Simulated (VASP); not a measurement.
# Si (Fd-3m) in VASP: further runs

One crystal, Si, is run at these levels: PBE; tasks: single point, relaxation of cell and atoms.

Everything below comes from runs of VASP 6.6.1. Logs are shortened: lines on timing, memory, paths and dates and some standing lists are left out, and cuts for length are marked.

### 1 Starting point

It takes space group Fd-3m (No. 227, cubic). The conventional cell has a = 5.470 Å, b = 5.470 Å, c = 5.470 Å, α = 90.00°, β = 90.00°, γ = 90.00°. Si (site symmetry -43m) is surrounded by 4 Si at 2.37 Å.

### 2 Single point, PBE (the perfect crystal in a cell of 16 atoms)

File INCAR:

```
PREC = Accurate
ENCUT = 520
EDIFF = 1E-7
ISMEAR = 0
SIGMA = 0.01
LREAL = Auto
LASPH = T
NELM = 60
ALGO = Normal
ISIF = 2
LWAVE = F
LCHARG = T
GGA = PE
LELF = T
LVHAR = T
NBANDS = 46
```

File KPOINTS:

```
Automatic mesh
0
Gamma
  1 1 1
```

File POSCAR:

```
Si
1.0
    0.0000000000      5.4700936590     -5.4700936590
    5.4700936590      5.4700936590      0.0000000000
    5.4700936590      0.0000000000     -5.4700936590
Si
16
Direct
    0.3750000000      0.3750000000      0.3750000000
    0.3750000000      0.8750000000      0.3750000000
    0.8750000000      0.3750000000      0.3750000000
    0.8750000000      0.8750000000      0.3750000000
    0.3750000000      0.3750000000      0.8750000000
    0.3750000000      0.8750000000      0.8750000000
    0.8750000000      0.3750000000      0.8750000000
    0.8750000000      0.8750000000      0.8750000000
    0.5000000000      0.5000000000      0.0000000000
    0.5000000000      0.0000000000      0.0000000000
    1.0000000000      0.5000000000      0.0000000000
    1.0000000000      0.0000000000      0.0000000000
    0.5000000000      0.5000000000      0.5000000000
    0.5000000000      0.0000000000      0.5000000000
    1.0000000000      0.5000000000      0.5000000000
    1.0000000000      0.0000000000      0.5000000000
```

Potentials or basis: VASP PAW PBE potentials, release 64 (Si).

Run with:

```bash
cat potpaw_PBE.64/Si/POTCAR > POTCAR
mpirun -np 1 vasp_gam > vasp.out
```

OUTCAR:

```text
PREC = Accurate
   ENCUT = 520
   EDIFF = 1E-7
   ISMEAR = 0
   LREAL = Auto
   LASPH = T
   NELM = 60
   ISIF = 2
   GGA = PE

 ion  position               nearest neighbor table
   1  0.375  0.375  0.375-   9 2.37  13 2.37  14 2.37  15 2.37
   2  0.375  0.875  0.375-  10 2.37  13 2.37  14 2.37  16 2.37
   3  0.875  0.375  0.375-  11 2.37  13 2.37  15 2.37  16 2.37
   4  0.875  0.875  0.375-  12 2.37  14 2.37  15 2.37  16 2.37
   5  0.375  0.375  0.875-   9 2.37  10 2.37  11 2.37  13 2.37
   6  0.375  0.875  0.875-   9 2.37  10 2.37  12 2.37  14 2.37
[... 8 lines left out ...]
  15  0.000  0.500  0.500-   1 2.37   3 2.37   4 2.37   7 2.37
  16  0.000  0.000  0.500-   2 2.37   3 2.37   4 2.37   8 2.37

  LATTYP: Found a face centered cubic cell.
 ALAT       =    10.9401873180

  Lattice vectors:

 A1 = (   0.0000000000,   5.4700936590,  -5.4700936590)
 A2 = (   5.4700936590,   5.4700936590,   0.0000000000)
 A3 = (   5.4700936590,   0.0000000000,  -5.4700936590)

Analysis of symmetry for initial positions (statically):
=====================================================================
 Subroutine PRICEL returns following result:

  LATTYP: Found a face centered cubic cell.
 ALAT       =     5.4700936590

  Lattice vectors:

 A1 = (   0.0000000000,   2.7350468295,  -2.7350468295)
 A2 = (   2.7350468295,   2.7350468295,   0.0000000000)
 A3 = (   2.7350468295,   0.0000000000,  -2.7350468295)

   8 primitive cells build up your supercell.

 Routine SETGRP: Setting up the symmetry group for a
 face centered cubic supercell.

 Subroutine GETGRP returns: Found 48 space group operations
 (whereof 24 operations were pure point group operations)
 out of a pool of 48 trial point group operations.

The static configuration has the point symmetry T_d .
 The point group associated with its full space group is O_h .

Analysis of symmetry for dynamics (positions and initial velocities):
=====================================================================
 Subroutine PRICEL returns following result:

  LATTYP: Found a face centered cubic cell.
 ALAT       =     5.4700936590

  Lattice vectors:

 A1 = (   0.0000000000,   2.7350468295,  -2.7350468295)
 A2 = (   2.7350468295,   2.7350468295,   0.0000000000)
 A3 = (   2.7350468295,   0.0000000000,  -2.7350468295)

   8 primitive cells build up your supercell.

 Routine SETGRP: Setting up the symmetry group for a
 face centered cubic supercell.

 Subroutine GETGRP returns: Found 48 space group operations
 (whereof 24 operations were pure point group operations)
 out of a pool of 48 trial point group operations.

The dynamic configuration has the point symmetry T_d .
 The point group associated with its full space group is O_h .

 Subroutine INISYM returns: Found 48 space group operations
 (whereof 24 operations are pure point group operations),
 and found     8 'primitive' translations

----------------------------------------------------------------------------------------

                                     Primitive cell

  volume of cell :      40.9189

  direct lattice vectors                    reciprocal lattice vectors
     0.000000000  2.735046829 -2.735046829    -0.182812226  0.182812226 -0.182812226
     2.735046829  2.735046829  0.000000000     0.182812226  0.182812226  0.182812226
     2.735046829  0.000000000 -2.735046829     0.182812226 -0.182812226 -0.182812226

  length of vectors
     3.867940320  3.867940320  3.867940320     0.316640064  0.316640064  0.316640064

  position of ions in fractional coordinates (direct lattice)
     0.750000000  0.750000000  0.750000000
     0.000000000  0.000000000  0.000000000

  ion indices of the primitive-cell ions
   primitive index   ion index
                 1           1
                 2          13

----------------------------------------------------------------------------------------

 KPOINTS: Automatic mesh

Automatic generation of k-mesh.
 Grid dimensions read from file:
 generate k-points for:    1    1    1

 Generating k-lattice:

  Cartesian coordinates                     Fractional coordinates (reciprocal lattice)
    -0.091406113  0.091406113 -0.091406113     1.000000000  0.000000000  0.000000000
     0.091406113  0.091406113  0.091406113     0.000000000  1.000000000  0.000000000
     0.091406113 -0.091406113 -0.091406113     0.000000000  0.000000000  1.000000000

  Length of vectors
     0.158320032  0.158320032  0.158320032

  Shift w.r.t. Gamma in fractional coordinates (k-lattice)
     0.000000000  0.000000000  0.000000000

 Subroutine IBZKPT returns following result:
 ===========================================

 Found      1 irreducible k-points:

 Following reciprocal coordinates:
            Coordinates               Weight
  0.000000  0.000000  0.000000      1.000000
   k-points           NKPTS =      1   k-points in BZ     NKDIM =      1   number of bands    NBANDS=     46
   number of dos      NEDOS =    301   number of ions     NIONS =     16
   total plane-waves  NPLWV = 216000
   dimension x,y,z NGX =    60 NGY =   60 NGZ =   60
   dimension x,y,z NGXF=   120 NGYF=  120 NGZF=  120
   ions per type =              16
   NGX,Y,Z   is equivalent  to a cutoff of  12.89, 12.89, 12.89 a.u.
   NGXF,Y,Z  is equivalent  to a cutoff of  25.79, 25.79, 25.79 a.u.
 SYSTEM =  unknown system
   PREC   = accura    normal or accurate (medium, high low for compatibility)
   ISTART =      0    job   : 0-new  1-cont  2-samecut
   ICHARG =      2    charge: 1-file 2-atom 10-const
   ISPIN  =      1    spin polarized calculation?
   LNONCOLLINEAR =      F non collinear calculations
   LSORBIT =      F    spin-orbit coupling
   LASPH  =      T    aspherical Exc in radial PAW
   ENCUT  =  520.0 eV  38.22 Ry    6.18 a.u.  14.38 14.38 14.38*2*pi/ulx,y,z
   NELM   =     60;   NELMIN=  2; NELMDL= -5     # of ELM steps
   EDIFF  = 0.1E-06   stopping-criterion for ELM
   LREAL  =      T    real-space projection
   EDIFFG = 0.1E-05   stopping-criterion for IOM
   NSW    =      0    number of steps for IOM
   IBRION =     -1    ionic relax: 0-MD 1-quasi-New 2-CG
   NFREE  =      0    steps in history (QN), initial steepest desc. (CG)
   ISIF   =      2    stress and relaxation
   ISYM   =      2    0-nonsym 1-usesym 2-fastsym
   POTIM  = 0.5000    time-step for ionic-motion
   TEBEG  =    0.0;   TEEND  =   0.0 temperature during run
   PSTRESS=    0.0 pullay stress
   NELECT =      64.0000    total number of electrons
   NUPDOWN=      -1.0000    fix difference up-down
   EMIN   =  10.00;   EMAX   =-10.00  energy-range for DOS
   EFERMI =   0.00;   METHOD = LEGACY
   ISMEAR =     0;   SIGMA  =   0.01  broadening in eV -4-tet -1-fermi 0-gaus
   EFERMI_NEDOS =   21; number of points for ismear=-14 and -15
   IALGO  =     38    algorithm
   IMIX   =      4    mixing-type and parameters
     AMIX     =   0.40;   BMIX     =  1.00
     AMIX_MAG =   1.60;   BMIX_MAG =  1.00
  volume/ion in A,a.u.               =      20.46       138.07
  Fermi-wavevector in a.u.,A,eV,Ry     =   0.950160  1.795542 12.283394  0.902804
  Thomas-Fermi vector in A             =   2.078511
   LORBIT       =      0    0 simple, 1 ext, 2 COOP (PROOUT), +10 PAW based schemes
   GGA     = PE    functional components
   LHFCALC =     F    Hartree Fock is set to
   AEXX    =    0.0000 exact exchange contribution
   IVDW    =     0    specifies the selected vdW correction
   LEPSILON=     F    determine dielectric tensor
   LRPA    =     F    only Hartree local field effects (RPA)
 non-spin polarized calculation
 Gauss-broadening in eV      SIGMA  =   0.01
  energy-cutoff  :      520.00
  volume of cell :      327.35
 maximum number of plane-waves:      4401
 NGX is ok and might be reduce to    60
   NGX = 29   NGY = 29   NGZ = 29

 number of electron      64.0000006 magnetization

 Free energy of the ion-electron system (eV)
  ---------------------------------------------------
  ext. energy  EPLUGINS =         0.00000000
  ---------------------------------------------------
  free energy    TOTEN  =       -66.71057134 eV

  energy without entropy =      -66.71057134  energy(sigma->0) =      -66.71057134

 E-fermi :   5.9709     XC(G=0):  -9.1308

 val. band max:        5.9098970628   @ k =   0.0000   0.0000   0.0000
 cond. band min:       6.5534088639   @ k =   0.0000   0.0000   0.0000
 fundamental gap:      0.6435118011
 Fermi energy:         5.9709281190

 k-point     1 :       0.0000    0.0000    0.0000
  band No.  band energies     occupation
      1      -5.9542      2.00000
      2      -3.6580      2.00000
      3      -3.6580      2.00000
      4      -3.6580      2.00000
      5      -3.6580      2.00000
      6      -1.8667      2.00000
[... 36 lines left out ...]
     43       8.3473      0.00000
     44       8.3473      0.00000
 [bands above 44 left out]

------------------------ aborting loop because EDIFF is reached ----------------------------------------

  FORCE on cell =-STRESS in cart. coord.  units (eV):
  Direction    XX          YY          ZZ          XY          YZ          ZX
  --------------------------------------------------------------------------------------
  -------------------------------------------------------------------------------------
  Total       15.0560523     15.0560523     15.0560523     -0.0000000      0.0000000      0.0000000
  in kB       73.6898060     73.6898060     73.6898060     -0.0000000      0.0000000      0.0000000
  external PRESSURE =      73.6898060 kB  Pullay stress =       0.0000000 kB

 VOLUME and BASIS-vectors are now :
 -----------------------------------------------------------------------------
  energy-cutoff  :      520.00
  volume of cell :      327.35
      direct lattice vectors                 reciprocal lattice vectors
     0.000000000  5.470093659 -5.470093659    -0.091406113  0.091406113 -0.091406113
     5.470093659  5.470093659  0.000000000     0.091406113  0.091406113  0.091406113
     5.470093659  0.000000000 -5.470093659     0.091406113 -0.091406113 -0.091406113

 POSITION                                       TOTAL-FORCE (eV/Angst)
 -----------------------------------------------------------------------------------
      4.10257      4.10257     -4.10257        -0.000000      0.000000      0.000000
      6.83762      6.83762     -4.10257         0.000000      0.000000      0.000000
      4.10257      6.83762     -6.83762         0.000000     -0.000000     -0.000000
      6.83762      9.57266     -6.83762         0.000000      0.000000      0.000000
      6.83762      4.10257     -6.83762        -0.000000      0.000000      0.000000
      9.57266      6.83762     -6.83762        -0.000000      0.000000      0.000000
[... 8 lines left out ...]
      5.47009      2.73505     -2.73505        -0.000000      0.000000      0.000000
      2.73505      0.00000     -2.73505        -0.000000     -0.000000     -0.000000
 -----------------------------------------------------------------------------------
    total drift:                               -0.000000     -0.000000      0.000000

  FREE ENERGIE OF THE ION-ELECTRON SYSTEM (eV)
  ---------------------------------------------------
  free  energy   TOTEN  =       -66.7105713394 eV

  energy  without entropy=      -66.7105713394  energy(sigma->0) =      -66.71057134
```

Wall time 20 s (1 thread of Intel Xeon 6975P-C (Granite Rapids), shared host); peak memory 0.43 GiB.

What came out:

* Free energy: -66.7106 eV
* Pressure: 7.4 GPa
* Band gap on the k mesh: 0.64 eV

Caveat: the k mesh is coarse (spacing up to 0.99 Å⁻¹), so the values aren't converged; an odd mesh through Γ misses points on the zone boundary, where band edges often lie.

(Part 1 of 3 ends here.)
